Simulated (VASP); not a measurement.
# Fe (Im-3m) in VASP: notebook

The runs below take Fe through relaxation of cell and atoms, vibrations by finite differences, with PBE.

All numbers are computed with VASP 6.6.1; they aren't measurements. Logs are shortened: lines on timing, memory, paths and dates and some standing lists are left out, and cuts for length are marked.

## Step 1: Starting point

The structure is cubic, space group Im-3m (No. 229). Conventional cell: a = 2.886 Å, b = 2.886 Å, c = 2.886 Å, α = 90.00°, β = 90.00°, γ = 90.00°. Fe (site symmetry m-3m) has 8 Fe at 2.50 Å as nearest neighbours.

## Step 2: Relaxation of cell and atoms, PBE

File INCAR:

```
SYSTEM = Fe
  ALGO = Normal
  EDIFF = 1E-7
  EDIFFG = -0.002
  ENCUT = 520
  GGA = PE
  IBRION = 2
  ISIF = 3
  ISMEAR = 0
  LASPH = .True.
  LCHARG = .False.
  LREAL = .False.
  LWAVE = .False.
  NELM = 60
  NSW = 80
  PREC = Accurate
  SIGMA = 0.1
```

File KPOINTS:

```
k-points
0
Gamma
  20 20 20
  0 0 0
```

File POSCAR:

```
Fe
1.0
   -1.4430000000      1.4430000000      1.4430000000
    1.4430000000     -1.4430000000      1.4430000000
    1.4430000000      1.4430000000     -1.4430000000
Fe
1
Direct
    0.0000000000      0.0000000000      0.0000000000
```

Potentials or basis: VASP PAW PBE potentials, release 64 (Fe).

Started as:

```bash
cat potpaw_PBE.64/Fe/POTCAR > POTCAR
mpirun -np 1 vasp_std > vasp.out
```

OUTCAR:

```text
SYSTEM = Fe
   EDIFF = 1E-7
   EDIFFG = -0.002
   ENCUT = 520
   GGA = PE
   IBRION = 2
   ISIF = 3
   ISMEAR = 0
   LASPH = .True.
   LREAL = .False.
   NELM = 60
   NSW = 80
   PREC = Accurate

 ion  position               nearest neighbor table
   1  0.000  0.000  0.000-

  LATTYP: Found a body centered cubic cell.
 ALAT       =     2.8860000000

  Lattice vectors:

 A1 = (  -1.4430000000,   1.4430000000,   1.4430000000)
 A2 = (   1.4430000000,  -1.4430000000,   1.4430000000)
 A3 = (   1.4430000000,   1.4430000000,  -1.4430000000)

Analysis of symmetry for initial positions (statically):
=====================================================================
 Subroutine PRICEL returns:
 Original cell was already a primitive cell.

 Routine SETGRP: Setting up the symmetry group for a
 body centered cubic supercell.

 Subroutine GETGRP returns: Found 48 space group operations
 (whereof 48 operations were pure point group operations)
 out of a pool of 48 trial point group operations.

The static configuration has the point symmetry O_h .

Analysis of symmetry for dynamics (positions and initial velocities):
=====================================================================
 Subroutine PRICEL returns:
 Original cell was already a primitive cell.

 Routine SETGRP: Setting up the symmetry group for a
 body centered cubic supercell.

 Subroutine GETGRP returns: Found 48 space group operations
 (whereof 48 operations were pure point group operations)
 out of a pool of 48 trial point group operations.

The dynamic configuration has the point symmetry O_h .

 Subroutine INISYM returns: Found 48 space group operations
 (whereof 48 operations are pure point group operations),
 and found     1 'primitive' translations

----------------------------------------------------------------------------------------

                                     Primitive cell

  volume of cell :      12.0187

  direct lattice vectors                    reciprocal lattice vectors
    -1.443000000  1.443000000  1.443000000     0.000000000  0.346500347  0.346500347
     1.443000000 -1.443000000  1.443000000     0.346500347  0.000000000  0.346500347
     1.443000000  1.443000000 -1.443000000     0.346500347  0.346500347  0.000000000

  length of vectors
     2.499349315  2.499349315  2.499349315     0.490025489  0.490025489  0.490025489

  position of ions in fractional coordinates (direct lattice)
     0.000000000  0.000000000  0.000000000

  ion indices of the primitive-cell ions
   primitive index   ion index
                 1           1

----------------------------------------------------------------------------------------

 KPOINTS: k-points

Automatic generation of k-mesh.
 Grid dimensions read from file:
 generate k-points for:   20   20   20

 Generating k-lattice:

  Cartesian coordinates                     Fractional coordinates (reciprocal lattice)
     0.000000000  0.017325017  0.017325017     0.050000000  0.000000000  0.000000000
     0.017325017  0.000000000  0.017325017     0.000000000  0.050000000  0.000000000
     0.017325017  0.017325017  0.000000000     0.000000000  0.000000000  0.050000000

  Length of vectors
     0.024501274  0.024501274  0.024501274

  Shift w.r.t. Gamma in fractional coordinates (k-lattice)
     0.000000000  0.000000000  0.000000000

 Subroutine IBZKPT returns following result:
 ===========================================

 Found    256 irreducible k-points:

 Following reciprocal coordinates:
            Coordinates               Weight
  0.000000  0.000000  0.000000      1.000000
  0.050000  0.000000  0.000000     12.000000
  0.100000  0.000000  0.000000     12.000000
  0.150000  0.000000  0.000000     12.000000
  0.200000  0.000000  0.000000     12.000000
  0.250000  0.000000  0.000000     12.000000
[... 16 lines left out ...]
  0.200000  0.100000  0.000000     48.000000
  0.250000  0.100000  0.000000     48.000000
 [... further k-points ...]
   k-points           NKPTS =    256   k-points in BZ     NKDIM =    256   number of bands    NBANDS=      8
   number of dos      NEDOS =    301   number of ions     NIONS =      1
   total plane-waves  NPLWV =   8000
   dimension x,y,z NGX =    20 NGY =   20 NGZ =   20
   dimension x,y,z NGXF=    40 NGYF=   40 NGZF=   40
   ions per type =               1
   NGX,Y,Z   is equivalent  to a cutoff of  13.30, 13.30, 13.30 a.u.
   NGXF,Y,Z  is equivalent  to a cutoff of  26.61, 26.61, 26.61 a.u.
 SYSTEM =  Fe
   PREC   = accura    normal or accurate (medium, high low for compatibility)
   ISTART =      0    job   : 0-new  1-cont  2-samecut
   ICHARG =      2    charge: 1-file 2-atom 10-const
   ISPIN  =      1    spin polarized calculation?
   LNONCOLLINEAR =      F non collinear calculations
   LSORBIT =      F    spin-orbit coupling
   LASPH  =      T    aspherical Exc in radial PAW
   ENCUT  =  520.0 eV  38.22 Ry    6.18 a.u.   4.65  4.65  4.65*2*pi/ulx,y,z
   NELM   =     60;   NELMIN=  2; NELMDL= -5     # of ELM steps
   EDIFF  = 0.1E-06   stopping-criterion for ELM
   LREAL  =      F    real-space projection
   EDIFFG = -.2E-02   stopping-criterion for IOM
   NSW    =     80    number of steps for IOM
   IBRION =      2    ionic relax: 0-MD 1-quasi-New 2-CG
   NFREE  =      1    steps in history (QN), initial steepest desc. (CG)
   ISIF   =      3    stress and relaxation
   ISYM   =      2    0-nonsym 1-usesym 2-fastsym
   POTIM  = 0.5000    time-step for ionic-motion
   TEBEG  =    0.0;   TEEND  =   0.0 temperature during run
   PSTRESS=    0.0 pullay stress
   NELECT =       8.0000    total number of electrons
   NUPDOWN=      -1.0000    fix difference up-down
   EMIN   =  10.00;   EMAX   =-10.00  energy-range for DOS
   EFERMI =   0.00;   METHOD = LEGACY
   ISMEAR =     0;   SIGMA  =   0.10  broadening in eV -4-tet -1-fermi 0-gaus
   EFERMI_NEDOS =   21; number of points for ismear=-14 and -15
   IALGO  =     38    algorithm
   IMIX   =      4    mixing-type and parameters
     AMIX     =   0.40;   BMIX     =  1.00
     AMIX_MAG =   1.60;   BMIX_MAG =  1.00
  volume/ion in A,a.u.               =      12.02        81.11
  Fermi-wavevector in a.u.,A,eV,Ry     =   1.429394  2.701162 27.798962  2.043166
  Thomas-Fermi vector in A             =   2.549352
   LORBIT       =      0    0 simple, 1 ext, 2 COOP (PROOUT), +10 PAW based schemes
   GGA     = PE    functional components
   LHFCALC =     F    Hartree Fock is set to
   AEXX    =    0.0000 exact exchange contribution
   IVDW    =     0    specifies the selected vdW correction
   LEPSILON=     F    determine dielectric tensor
   LRPA    =     F    only Hartree local field effects (RPA)
 conjugate gradient relaxation of ions
 non-spin polarized calculation
 Gauss-broadening in eV      SIGMA  =   0.10
  energy-cutoff  :      520.00
  volume of cell :       12.02
 maximum number of plane-waves:       336
   NGX =  9   NGY =  9   NGZ =  9

--------------------------------------- Ionic step        1  -------------------------------------------

 number of electron       7.9999995 magnetization

 Free energy of the ion-electron system (eV)
  ---------------------------------------------------
  ext. energy  EPLUGINS =         0.00000000
  ---------------------------------------------------
  free energy    TOTEN  =        -7.62422767 eV

  energy without entropy =       -7.60335960  energy(sigma->0) =       -7.61379363

------------------------ aborting loop because EDIFF is reached ----------------------------------------

  FORCE on cell =-STRESS in cart. coord.  units (eV):
  Direction    XX          YY          ZZ          XY          YZ          ZX
  --------------------------------------------------------------------------------------
  -------------------------------------------------------------------------------------
  Total       -2.0019248     -2.0019248     -2.0019248      0.0000000      0.0000000     -0.0000000
  in kB     -266.8697589   -266.8697589   -266.8697589      0.0000000      0.0000000     -0.0000000
  external PRESSURE =    -266.8697589 kB  Pullay stress =       0.0000000 kB
[... 195 lines left out ...]
  energy  without entropy=       -7.7544624159  energy(sigma->0) =       -7.76291853

--------------------------------------- Ionic step        7  -------------------------------------------

 number of electron       7.9999995 magnetization

 Free energy of the ion-electron system (eV)
  ---------------------------------------------------
  ext. energy  EPLUGINS =         0.00000000
  ---------------------------------------------------
  free energy    TOTEN  =        -7.77141360 eV

  energy without entropy =       -7.75455518  energy(sigma->0) =       -7.76298439

 E-fermi :   6.7504     XC(G=0): -13.6292

 val. band max:        6.7492842200   @ k =   0.4000   0.1500   0.0500
 cond. band min:       6.7546519623   @ k =  -0.4500  -0.4500   0.3500
 fundamental gap:      0.0053677423
 Fermi energy:         6.7503841911

 k-point     1 :       0.0000    0.0000    0.0000
  band No.  band energies     occupation
      1      -2.1492      2.00000
      2       4.9585      2.00000
      3       4.9585      2.00000
      4       4.9585      2.00000
      5       6.7033      1.49406
      6       6.7034      1.49404
      7      32.4341      0.00000
      8      32.4341      0.00000
[... 243 lines left out ...]
 k-point    24 :       0.2500    0.1000    0.0000
  band No.  band energies     occupation
      1       1.2743      2.00000
      2       4.0905      2.00000
      3       4.5528      2.00000
      4       6.3964      2.00000
      5       6.9187      0.01726
      6       7.2671      0.00000
      7      21.5516      0.00000
      8      25.9498      0.00000

 [... further k-points ...]

------------------------ aborting loop because EDIFF is reached ----------------------------------------

  FORCE on cell =-STRESS in cart. coord.  units (eV):
  Direction    XX          YY          ZZ          XY          YZ          ZX
  --------------------------------------------------------------------------------------
  -------------------------------------------------------------------------------------
  Total        0.0018018      0.0018018      0.0018018     -0.0000000     -0.0000000      0.0000000
  in kB        0.2757371      0.2757371      0.2757371     -0.0000000     -0.0000000      0.0000000
  external PRESSURE =       0.2757371 kB  Pullay stress =       0.0000000 kB
[... 16 lines left out ...]
  FREE ENERGIE OF THE ION-ELECTRON SYSTEM (eV)
  ---------------------------------------------------
  free  energy   TOTEN  =        -7.7714136010 eV

  energy  without entropy=       -7.7545551803  energy(sigma->0) =       -7.76298439

 reached required accuracy - stopping structural energy minimisation
```

Wall time 84 s (1 thread of Intel Xeon Platinum 8259CL at 2.50GHz (Skylake/Cascade Lake), shared host); peak memory 0.15 GiB.

Results:

```yaml
Free_energy: -7.7714 eV
Relaxed_volume: 10.47 Å³/atom
Relaxed_cell: a = 2.387 Å, b = 2.387 Å, c = 2.387 Å, α = 109.47°, β = 109.47°, γ = 109.47°
Space_group_after_relaxing_to_0.05_Å: Im-3m (No. 229)
Energy_gained_by_relaxing: 147.2 meV/atom
Ionic_steps: 7
Pressure_after_relaxing: 0.0 GPa
Band_gap_on_the_k_mesh: none (metal or under the smearing width)
```

The path:
```csv
step,energy change (eV),largest force (eV/Å),pressure (GPa),volume (Å³)
1,0.0000,0.0000,-26.69,12.02
2,0.1351,0.0000,65.79,8.86
3,-0.1469,0.0000,-1.41,10.53
4,-0.1472,0.0000,-0.32,10.48
5,-0.1472,0.0000,0.43,10.45
6,-0.1471,0.0000,-0.54,10.49
7,-0.1472,0.0000,0.03,10.47
```

Final structure:
```
CELL_PARAMETERS angstrom
-1.37813 1.37813 1.37813
1.37813 -1.37813 1.37813
1.37813 1.37813 -1.37813
ATOMIC_POSITIONS crystal
Fe 0.00000 0.00000 0.00000
```

Caveat: the volume moved by -13 % from the deposited cell, more than functionals usually miss; the run has no spin polarisation, though such a crystal can be magnetic.

(Continued in part 2 of 2.)
